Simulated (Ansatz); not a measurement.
# CoPtO2 (R-3m) in Ansatz: relaxation of cell and atoms with PBEsol

Aim: the relaxation of cell and atoms of CoPtO2 with PBEsol.

Everything below comes from runs of Ansatz 0.2.0. Logs are shortened: lines on timing, memory, paths and dates and some standing lists are left out, and cuts for length are marked.

## (1) The crystal as given

The structure is trigonal, space group R-3m (No. 166). The conventional cell has a = 2.825 Å, b = 2.825 Å, c = 17.818 Å, α = 90.00°, β = 90.00°, γ = 120.00°. Around Pt (site symmetry -3m) lie 2 O at 2.00 Å. Around Co (site symmetry -3m) lie 6 O at 1.90 Å. Around O (site symmetry 3m) lie 3 Co at 1.90 Å and 1 Pt at 2.00 Å.

The cell is a database's computed one.

## (2) Relaxation of cell and atoms, PBEsol, collinear spin, ferromagnetic start

File input.yaml:

```yaml
crystal:
  lattice:
    - [1.4122699173, 0.8153744169, 5.9393891094]
    - [-1.4122699173, 0.8153744169, 5.9393891094]
    - [0.0, -1.6307488338, 5.9393891094]
  atoms:
    - { symbol: Pt, position: [0.0, 0.0, 0.0] }
    - { symbol: Co, position: [0.5, 0.5, 0.5], spin: 2.0 }
    - { symbol: O, position: [0.11224403, 0.11224403, 0.11224403] }
    - { symbol: O, position: [0.88775597, 0.88775597, 0.88775597] }
hamiltonian:
  xc: pbesol
  pseudopotentials: { kind: paw }
magnetization:
  spin_polarized: true
kpoints:
  mp_grid: { grid: [11, 11, 11] }
scf:
  occupations: { method: fermi_dirac, width: 0.05 }
output:
  forces: true
  stress: true
relax:
  f_tol: 0.01
  max_steps: 40
  cell: { stress_tol: 0.05 }
```

Potentials or basis: Ansatz PAW.

On the command line:

```bash
> ansatz run input.yaml --threads 2 --pin off --max-ram 5632MiB --backend cpu --events-out ev --progress --plain --runs-dir out
```

Output:

```text
Warning: RAYON_NUM_THREADS=2 ignored (pool sized by the plan → 2); use --threads N
basis.fft_grid_basis auto: the FFT boxes are laid along the combinations [[1, 0, -1], [0, 1, -1], [0, 0, 1]] of the cell's own vectors, 2.825, 2.825 and 6.159 Å long. The dense box has 20×20×45 points. Along the cell's own vectors, as sized, it would have 45×45×45, 5.06 times as many. Of the 12 symmetry operations that the crystal satisfies within crystal.symmetry.tolerance (time reversal apart; of a slab, those that keep its plane) the dense box along the cell's own vectors carries 12, and the one as laid loses 8 of those. basis.fft_grid_basis: typed keeps the cell's own vectors: state it where this run's energies or levels are differenced outside the engine with another run's, or held beside a run that keeps those vectors.
Engine: ansatz 0.2.0, x86_64-unknown-linux-gnu
Pseudopotentials: kind: paw
Pseudopotential: Pt, paw, valence charge 18, recommended cutoff 420 eV (normal), Pt.paw.azcp
Pseudopotential: Co, paw, valence charge 17, recommended cutoff 420 eV (normal), Co.paw.azcp
Pseudopotential: O, paw, valence charge 6, recommended cutoff 420 eV (normal), O.paw.azcp
Functional definition: PBEsol
  exchange = pbesol_x
  correlation = pbesol_c
Crystal: 4 atoms, lattice volume = 41.036 Å³
Basis set: ecut = 420 eV, 805 PW (Γ), FFT grids on a1−a3, a2−a3, a3, exchange–correlation on 40×40×90 points (8 copies of the dense FFT grid, shifted against one another)
Bands: 30, of which v1, the nominal top of the filled ones, is band 24 counted from 1 (23 counted from 0)
Symmetry: 12 space group operations
Space group: R-3m (ITA 166), of the structure as read, at distance tolerance 3.4e-5 Å
Magnetic group: BNS 166.97 (UNI 1327), of the structure as read, at distance tolerance 3.4e-5 Å
k-points: 146 of 1331
Non-local potential: Pt, projectors of the file, l = 0: 3, l = 1: 2, l = 2: 2, l = 3: 1
Non-local potential: Co, projectors of the file, l = 0: 3, l = 1: 2, l = 2: 3, l = 3: 1
Non-local potential: O, projectors of the file, l = 0: 2, l = 1: 2, l = 2: 1
PAW form: soft (Blöchl's): semilocal exchange-correlation on the pseudo side does not see the compensation charge
PAW frozen core: Pt, regenerated for the run's functional, and the local potential with it (the file was generated under x = pbe(κ = 0.804, μ = 0.2195149727645171), c = pbe(β = 0.06672455060314922))
PAW frozen core: Co, regenerated for the run's functional, and the local potential with it (the file was generated under x = pbe(κ = 0.804, μ = 0.2195149727645171), c = pbe(β = 0.06672455060314922))
PAW frozen core: O, regenerated for the run's functional, and the local potential with it (the file was generated under x = pbe(κ = 0.804, μ = 0.2195149727645171), c = pbe(β = 0.06672455060314922))
PAW one-centre angular grid: Pt, 590 points (default); XC on 64 Gauss nodes
PAW one-centre angular grid: Co, 590 points (default); XC on 64 Gauss nodes
PAW one-centre angular grid: O, 110 points (default); XC on 64 Gauss nodes
Initial density: superposition of atomic densities (chi_scale 0.1, normalization cell, long waves kept (reshape's long-wave potential 0.28 eV rms))
Starting moments: Σ|m| = 2 μB on 1 of 4 sites
Initial wavefunctions: pseudopotential atomic-orbital guess
Functional: x = pbesol(κ = 0.804, μ = 0.12345679012345678), c = pbesol(β = 0.046)
SCF iter   1: F=—  HF=-18594.713065 eV  |F-HF|=—  |Δ(HF+E_count)|=         —  Δρ=8.02e-2 (↑5.17e-2 ↓8.02e-2)  dr2=4.71e0  dr2_m=1.73e-1  M=1.380 μB ∫|m|=1.644 μB  β_m=0.30  ethr=3.10e-3  ⟨swp⟩=5.4  Hψ=31438  notcnv=0
Mixer restart at iter 1: flushing history
preconditioner: auto → Kerker (q_TF=auto, 2.791 Å⁻¹)  [metal: Δε(μ)=0.004 eV  Ē_g=11.761 eV  σ=0.050 eV  W_gap=0.02  n_scr=16 (ndim 8)  ℏωp=32.3 eV  f_vac=0.000  D(μ)=6.27/eV (n_scr^D=104)]
spin=Collinear: Kerker preconditioning applied to the charge; magnetization (m = ρ↑ − ρ↓) channel mixes plain (no charge-response kernel on spin).
SCF iter   2: F=—  HF=-18595.726245 eV  |F-HF|=—  |Δ(HF+E_count)|=    1.01e0  Δρ=5.28e-2 (↑3.48e-2 ↓5.28e-2)  dr2=1.36e0  dr2_m=2.59e-1  M=1.233 μB ∫|m|=1.510 μB  β_m=0.47  ethr=3.10e-3  ⟨swp⟩=2.0  Hψ=15040  notcnv=0  defer=235
SCF iter   3: F=—  HF=-18596.311049 eV  |F-HF|=—  |Δ(HF+E_count)|=   5.85e-1  Δρ=4.98e-2 (↑2.80e-2 ↓4.98e-2)  dr2=7.72e-1  dr2_m=4.60e-1  M=0.821 μB ∫|m|=1.190 μB  β_m=0.55  ethr=2.90e-3  ⟨swp⟩=2.1  Hψ=12452  notcnv=0  defer=234
SCF iter   4: F=—  HF=-18596.681550 eV  |F-HF|=—  |Δ(HF+E_count)|=   3.71e-1  Δρ=4.48e-2 (↑4.48e-2 ↓3.43e-2)  dr2=8.81e-2  dr2_m=5.57e-1  M=0.329 μB ∫|m|=0.789 μB  β_m=0.87  ethr=1.64e-3  ⟨swp⟩=2.2  Hψ=12927  notcnv=0  defer=241
SCF iter   5: F=—  HF=-18597.066082 eV  |F-HF|=—  |Δ(HF+E_count)|=         —  Δρ=4.20e-2 (↑4.20e-2 ↓2.76e-2)  dr2=1.09e-1  dr2_m=4.28e-1  M=0.005 μB ∫|m|=0.167 μB  β_m=0.87  ethr=1.87e-4  ⟨swp⟩=2.3  Hψ=16397  notcnv=0  defer=253
Mixer restart at iter 5: flushing history
SCF iter   6: F=—  HF=-18597.050667 eV  |F-HF|=—  |Δ(HF+E_count)|=   1.54e-2  Δρ=1.91e-2 (↑5.03e-3 ↓1.91e-2)  dr2=1.08e-1  dr2_m=3.47e-2  M=-0.000 μB ∫|m|=0.064 μB  β_m=0.93  ethr=1.87e-4  ⟨swp⟩=2.8  Hψ=18209  notcnv=0  defer=244
SCF iter   7: F=—  HF=-18597.070673 eV  |F-HF|=—  |Δ(HF+E_count)|=   2.00e-2  Δρ=1.90e-2 (↑1.90e-2 ↓1.38e-2)  dr2=2.46e-1  dr2_m=2.76e-3  M=-0.001 μB ∫|m|=0.020 μB  β_m=0.73  ethr=1.87e-4  ⟨swp⟩=3.0  Hψ=20141  notcnv=0  defer=216
SCF iter   8: F=—  HF=-18597.029051 eV  |F-HF|=—  |Δ(HF+E_count)|=   4.16e-2  Δρ=1.94e-3 (↑1.94e-3 ↓1.64e-3)  dr2=4.17e-3  dr2_m=1.92e-4  M=-0.000 μB ∫|m|=0.010 μB  β_m=0.63  ethr=1.87e-4  ⟨swp⟩=2.9  Hψ=18326  notcnv=0  defer=217
SCF iter   9: F=—  HF=-18597.028304 eV  |F-HF|=—  |Δ(HF+E_count)|=   7.47e-4  Δρ=5.08e-4 (↑5.08e-4 ↓3.70e-4)  dr2=1.75e-4  dr2_m=4.23e-5  M=-0.000 μB ∫|m|=0.006 μB  β_m=0.81  ethr=8.86e-6  ⟨swp⟩=2.2  Hψ=14045  notcnv=0  defer=192
SCF iter  10: F=—  HF=-18597.028332 eV  |F-HF|=—  |Δ(HF+E_count)|=   2.80e-5  Δρ=1.42e-4 (↑1.42e-4 ↓1.19e-4)  dr2=2.49e-5  dr2_m=1.53e-7  M=-0.000 μB ∫|m|=0.000 μB  β_m=0.91  ethr=3.73e-7  ⟨swp⟩=2.2  Hψ=13029  notcnv=0  defer=192
SCF iter  11: F=—  HF=-18597.028400 eV  |F-HF|=—  |Δ(HF+E_count)|=   6.85e-5  Δρ=7.39e-5 (↑3.69e-5 ↓7.39e-5)  dr2=4.55e-6  dr2_m=2.10e-7  M=0.000 μB ∫|m|=0.000 μB  β_m=0.95  ethr=5.29e-8  ⟨swp⟩=2.7  Hψ=14688  notcnv=0  defer=192
SCF iter  12: F=—  HF=-18597.028400 eV  |F-HF|=—  |Δ(HF+E_count)|=   1.04e-7  Δρ=3.89e-5 (↑3.37e-5 ↓3.89e-5)  dr2=2.05e-6  dr2_m=7.40e-9  M=0.000 μB ∫|m|=0.000 μB  β_m=0.88  ethr=9.68e-9  ⟨swp⟩=1.0  Hψ=8760  notcnv=0  defer=192
[... 97 lines left out ...]
SCF 7 converged in 7 iterations: F = -18597.039403 eV  dr2 = 6.98e-8
relax step   7: F+E_penalty+E_count = -18597.03940348 eV  Δ(F+E_penalty+E_count) = -7.587e-5 eV  max|allowed force component| = 2.050e-4 eV/Å  Δτ_max = 0.0000 Å  P = -0.002 GPa  Ω = 40.340 Å³  energy of the carried Pulay correction = +6.955e-5 eV  (7 SCF iters, dr2 threshold 7.57e-8 eV, accepted)
iter 1 solved again at ethr=6.30e-8 eV; its pass at ethr=3.10e-3 eV (dr2=2.96e-5 eV) is discarded
SCF iter   1: F=—  HF=-18597.039330 eV  |F-HF|=—  |Δ(HF+E_count)|=         —  Δρ=2.83e-6 (↑2.77e-6 ↓2.83e-6)  dr2=5.95e-9  dr2_m=2.71e-12  M=-0.000 μB ∫|m|=0.000 μB  β_m=0.65  ethr=6.30e-8  ⟨swp⟩=3.2  Hψ=55588  notcnv=0
eigensolver tolerance schedule: the retry pair's looser diagonalisation over-reported the residual by 4978.00 of it (diagonalisation noise at 0.11 of the residual, at the tolerance the schedule requests for it); recorded, not acted on — ethr = c·dr2/N_el stays at c = 1.0e-1
preconditioner: auto → none  [insulator: Δε(μ)=0.198 eV  Ē_g=12.053 eV  σ=0.050 eV  W_gap=0.75  n_scr=16 (ndim 8)  ℏωp=32.6 eV  f_vac=0.002  D(μ)=0.36/eV (n_scr^D=2)  ε∞_Penn≈8.3]
SCF iter   2: F=—  HF=-18597.039333 eV  |F-HF|=—  |Δ(HF+E_count)|=   2.91e-6  Δρ=2.42e-6 (↑2.42e-6 ↓2.36e-6)  dr2=5.44e-9  dr2_m=6.10e-13  M=-0.000 μB ∫|m|=0.000 μB  β_m=0.35  ethr=1.27e-11  ⟨swp⟩=3.0  Hψ=19163  notcnv=0
SCF iter   3: F=—  HF=-18597.039333 eV  |F-HF|=—  |Δ(HF+E_count)|=   1.86e-9  Δρ=7.50e-7 (↑7.50e-7 ↓7.50e-7)  dr2=2.57e-10  dr2_m=6.83e-13  M=-0.000 μB ∫|m|=0.000 μB  β_m=0.51  ethr=1.16e-11  ⟨swp⟩=2.0  Hψ=12458  notcnv=0
SCF iter   4: F=—  HF=-18597.039333 eV  |F-HF|=—  |Δ(HF+E_count)|=  3.42e-10  Δρ=3.92e-7 (↑3.72e-7 ↓3.92e-7)  dr2=2.75e-10  dr2_m=8.63e-14  M=-0.000 μB ∫|m|=0.000 μB  β_m=0.46  ethr=1.00e-12  ⟨swp⟩=2.0  Hψ=11829  notcnv=0
SCF iter   5: F=—  HF=-18597.039333 eV  |F-HF|=—  |Δ(HF+E_count)|=  3.64e-11  Δρ=2.50e-7 (↑2.40e-7 ↓2.50e-7)  dr2=1.37e-10  dr2_m=5.68e-14  M=-0.000 μB ∫|m|=0.000 μB  β_m=0.36  ethr=1.00e-12  ⟨swp⟩=2.1  Hψ=11256  notcnv=0
SCF iter   6: F=—  HF=-18597.039333 eV  |F-HF|=—  |Δ(HF+E_count)|=  1.82e-11  Δρ=9.15e-8 (↑7.60e-8 ↓9.15e-8)  dr2=9.08e-12  dr2_m=2.94e-14  M=-0.000 μB ∫|m|=0.000 μB  β_m=0.49  ethr=1.00e-12  ⟨swp⟩=1.0  Hψ=8760  notcnv=0
SCF iter   7: F=—  HF=-18597.039333 eV  |F-HF|=—  |Δ(HF+E_count)|=  1.82e-11  Δρ=3.69e-8 (↑3.08e-8 ↓3.69e-8)  dr2=2.36e-12  dr2_m=8.10e-15  M=-0.000 μB ∫|m|=0.000 μB  β_m=0.73  ethr=1.00e-12  ⟨swp⟩=1.0  Hψ=8760  notcnv=0
SCF iter   8: F=-18597.039333 eV  HF=-18597.039333 eV  |F-HF|=3.64e-12  |Δ(HF+E_count)|=  7.28e-12  Δρ=5.65e-8 (↑5.60e-8 ↓5.65e-8)  dr2=5.23e-12  dr2_m=3.58e-17  M=0.000 μB ∫|m|=0.000 μB  ethr=1.00e-12  ⟨swp⟩=2.7  Hψ=25758  notcnv=0
the starting moments were not kept: the SCF closed with an absolute magnetisation of 5.6e-9 μB, where they sum to 2 μB in size (1 site). That is at most 0.1 of that sum. Measured as dr2_m measures the in/out step, that magnetisation stands 1.3e-17 eV from none, at or under the dr2_threshold of 4.0e-11 eV: it is no larger than a step whose dr2_m would equal this threshold.
SCF 8 converged in 8 iterations: F = -18597.039333 eV  dr2 = 5.23e-12
relax step   8: F+E_penalty+E_count = -18597.03933251 eV  Δ(F+E_penalty+E_count) = +7.097e-5 eV  max|allowed force component| = 3.005e-5 eV/Å  Δτ_max = 0.0000 Å  P = -0.004 GPa  Ω = 40.340 Å³  stress off target by 4.86e-3 GPa  SCF on the basis re-selected at this cell (its energy is not comparable with the rows above)  (8 SCF iters)
basis re-selected at this cell: Δ(F+E_penalty+E_count) = +7.097e-5 eV, ΔP = -0.002 GPa vs the last step (what re-selecting the basis moved, of the pressure what is left beyond the Pulay correction that the steps carried, after the strain that the cell walked since its last selection, with what the two solves' SCF thresholds leave and, on support functions, any second-order correction that the steps lacked; it is no measure of the basis error at this ecutwfc). This SCF's stress stands 4.86e-3 GPa from its target on what of the cell is left free (relax.cell.stress_tol is 5.00e-2 GPa) and its largest allowed force component is 3.01e-5 eV/Å (relax.f_tol is 1.00e-2 eV/Å): within both
SCF converged after 8 iterations
Magnetization: 0.0000 μB (23.5000 up, 23.5000 down)
Absolute magnetization: 0.0000 μB (∫|ρ↑−ρ↓|, with the PAW one-centre terms)
Spin contamination: 0.0000 ħ² per cell (⟨S²⟩ above its minimum at these occupations)
Per-site moments (μB) at R_I (Å): [(-4.528289407035837e-10, 0.8187796574704921), (1.7233645663267978e-9, 0.778402348359621), (-1.026524198322785e-9, 0.778402348359622), (-1.0265243103802453e-9, 0.778402348359621)]
Free energy (F): -18597.039333 eV
Harris-Foulkes:  -18597.039333 eV  (|F-HF|=3.64e-12)
Internal energy: -18597.035961 eV  (E = F + TS)
E sigma→0 (E₀):  -18597.037647 eV
Entropy (-TS):   -0.003371 eV (-0.843 meV/atom)
Fermi energy:    16.895276 eV
--- Per-component energies (eV) ---
  E_band       = -463.432705
  E_kinetic    = 1438.654663
  E_local      = -5636.636978  (includes V_loc(G=0)·N_el)
  E_nonlocal   = 757.473570
  E_hartree    = 2257.062534
  E_xc         = -562.110469
  E_vxc        = -691.839093  (∫ρ·V_xc dr)
  E_paw        = -11101.658523  (= ΣΔE_a)
  E_vpaw       = -845.214741  (= ΣTr[D̂ρ^β])
  E_aug_tail   = 0.004929  (compensation charges beyond the density's cutoff)
  E_ewald      = -5750.371664
  E_core_change = 0.545976  (= ΣΔE_core)
  E_smearing   = -0.003371  (= −TS)
  E_closure    = 0.000000  (closes the sum)
  Σ components = -18597.039333   (vs F -18597.039333, Δ=0.00e0)
--- Forces (eV/Å), atoms counted from 1 ---
  atom   1  Pt     0.00000000     0.00000000    -0.00000000
  atom   2  Co     0.00000000     0.00000000     0.00000000
  atom   3  O      0.00000000     0.00000000    -0.00003005
  atom   4  O     -0.00000000    -0.00000000     0.00003005
  max |Σ_I F_I| component: 9.25e-18 eV/Å
--- Stress (GPa, compression-positive) ---
       -0.004859       0.000000       0.000000
        0.000000      -0.004859      -0.000000
        0.000000      -0.000000      -0.003422
  P = ⅓ Tr σ = -0.0044 GPa (-0.044 kbar)
--- Relaxed structure (6 steps of the walk, 6 accepted, 2 SCFs on fresh bases) ---
  F+E_penalty+E_count = -18597.03933251 eV   max|allowed force component| = 3.005e-5 eV/Å   (the final SCF, on the basis selected at the relaxed cell)
  cell:  # Å, volume = 40.3398 Å³
    - [1.4053923704819484, 0.8114036634147987, 5.895874231817165]
    - [-1.4053923704819484, 0.8114036634147987, 5.895874231817165]
    - [7.149506406661479e-36, -1.6228073268295975, 5.895874231817165]
  atoms:
    - { symbol: Pt, position: [-6.132350661163222e-21, -6.132350661163227e-21, -6.1323506611632684e-21] }
    - { symbol: Co, position: [0.5, 0.5, 0.5] }
    - { symbol: O, position: [0.11222086856573914, 0.11222086856573914, 0.11222086856573914] }
    - { symbol: O, position: [0.8877791314342607, 0.8877791314342607, 0.8877791314342607] }
```

Wall time 80 s (2 threads of Intel Xeon 6975P-C (Granite Rapids), shared host); peak memory 0.61 GiB.

Results:

* Free energy: -18597.0393 eV
* Relaxed volume: 10.08 Å³/atom
* Relaxed cell: a = 6.115 Å, b = 6.115 Å, c = 6.115 Å, α = 26.57°, β = 26.57°, γ = 26.57°
* Space group after relaxing (to 0.05 Å): R-3m (No. 166)
* Energy gained by relaxing: 2.7 meV/atom
* Ionic steps: 8
* Pressure after relaxing: 0.0 GPa
* Net moment: 0.00 μB per cell
* Absolute moment: 0.00 μB per cell

Step by step:
```tsv
step	energy change (eV)	largest force (eV/Å)	volume (Å³)
1	0.0000	0.0120	41.04
2	-0.0121	0.0819	40.51
3	-0.0137	0.0465	40.36
4	-0.0138	0.0249	40.35
5	-0.0138	0.0002	40.35
6	-0.0109	0.0006	40.35
7	-0.0110	0.0002	40.34
8	-0.0109	0.0000	40.34
```

Final structure:
```yaml
crystal:
  lattice:
    - [1.40539, 0.81140, 5.89587]
    - [-1.40539, 0.81140, 5.89587]
    - [0.00000, -1.62281, 5.89587]
  atoms:
    - { symbol: Pt, position: [0.00000, 0.00000, 0.00000] }
    - { symbol: Co, position: [0.50000, 0.50000, 0.50000] }
    - { symbol: O, position: [0.11222, 0.11222, 0.11222] }
    - { symbol: O, position: [0.88778, 0.88778, 0.88778] }
```

Caveat: the starting moments collapsed, and a magnetic state may lie lower; the plane-wave basis is chosen anew once the cell has moved, so the energies of steps on either side of that aren't comparable; the pressure holds a Pulay correction of +0.8 GPa for the finite cutoff; the PAW data sets come from PBE, with cores solved anew for the run's functional, which leaves a small shift of forces and pressure; the starting moments weren't kept. Spin-orbit coupling is left out, which matters for the levels of Pt.
